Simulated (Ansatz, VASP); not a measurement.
## One calculation of TaN, two programs

File INCAR:

```
PREC = Accurate
ENCUT = 600
EDIFF = 1E-6
ISMEAR = -1
SIGMA = 0.05
LREAL = False
LASPH = True
NELM = 80
ALGO = Fast
ISIF = 3
LWAVE = False
LCHARG = False
GGA = PS
IVDW = 13
IBRION = 2
NSW = 60
EDIFFG = -0.01
```

The input KPOINTS:

```
Automatic mesh
0
Gamma
  10 10 5
```

Contents of POSCAR:

```
TaN
1.0
    2.9217699809      0.0000000000      0.0000000000
   -1.4608849905      2.5303270275      0.0000000000
    0.0000000000      0.0000000000      5.9165150000
Ta N
2 2
Direct
    0.0000000000      0.0000000000      0.5000000000
    0.0000000000      0.0000000000      0.0000000000
    0.3333333333      0.6666666667      0.2500000000
    0.6666666667      0.3333333333      0.7500000000
```

input.yaml

```yaml
crystal:
  lattice:
    - [2.9217699809, 0.0, 0.0]
    - [-1.4608849905, 2.5303270275, 0.0]
    - [0.0, 0.0, 5.916515]
  atoms:
    - { symbol: Ta, position: [0.0, 0.0, 0.5] }
    - { symbol: Ta, position: [0.0, 0.0, 0.0] }
    - { symbol: "N", position: [0.3333333333, 0.6666666667, 0.25] }
    - { symbol: "N", position: [0.6666666667, 0.3333333333, 0.75] }
hamiltonian:
  xc: pbesol
  pseudopotentials: { kind: paw }
  dispersion: d4
kpoints:
  mp_grid: { grid: [10, 10, 5] }
scf:
  occupations: { method: fermi_dirac, width: 0.05 }
output:
  forces: true
  stress: true
  eigenvalues: true
relax:
  f_tol: 0.01
  max_steps: 40
  cell: { stress_tol: 0.05 }
```

The cell comes from a database or a generator and needn't be the stable form of this composition.

Alike in both runs: task relaxation of cell and atoms; functional PBEsol; dispersion D4; k mesh 10 × 10 × 5; occupations fermi-dirac, width 0.05 eV; no spin polarisation.

|  | VASP | Ansatz |
| --- | --- | --- |
| version | VASP 6.6.1 | Ansatz 0.2.0 |
| potentials or method | VASP PAW PBE potentials, release 64 (Ta_pv, N) | Ansatz PAW |
| plane-wave cutoff (eV) | 600 | 420 |
| valence electrons in the cell | 32 | 36 |

VASP gave:

- gap on the k mesh at the Fermi level, each at its own relaxed structure (eV): none
- relaxed volume (Å³/atom): 10.53
- relaxed cell length with the largest relative difference (Å): 5.846
- energy change over the relaxation (meV/atom): -16

Estimate Ansatz's values.

gap on the k mesh at the Fermi level, each at its own relaxed structure (eV): none; relaxed volume (Å³/atom): 10.51; relaxed cell length with the largest relative difference (Å): 5.842; energy change over the relaxation (meV/atom): -18.

A gap of «none» marks a metal or a gap that the smearing closes. The two sets of potentials don't hold the same shells in valence.

Caveats: pairwise dispersion overbinds metals, which lowers pressure and volume; the PAW data sets were made with another functional, which shifts forces and pressure a little (VASP); the plane-wave basis is chosen anew once the cell has moved, so the energies of steps on either side of that aren't comparable (Ansatz); the pressure holds a Pulay correction of +0.5 GPa for the finite cutoff (Ansatz); the PAW data sets come from PBE, with cores solved anew for the run's functional, which leaves a small shift of forces and pressure (Ansatz). The runs have no spin-orbit coupling, so splittings on Ta are missing.
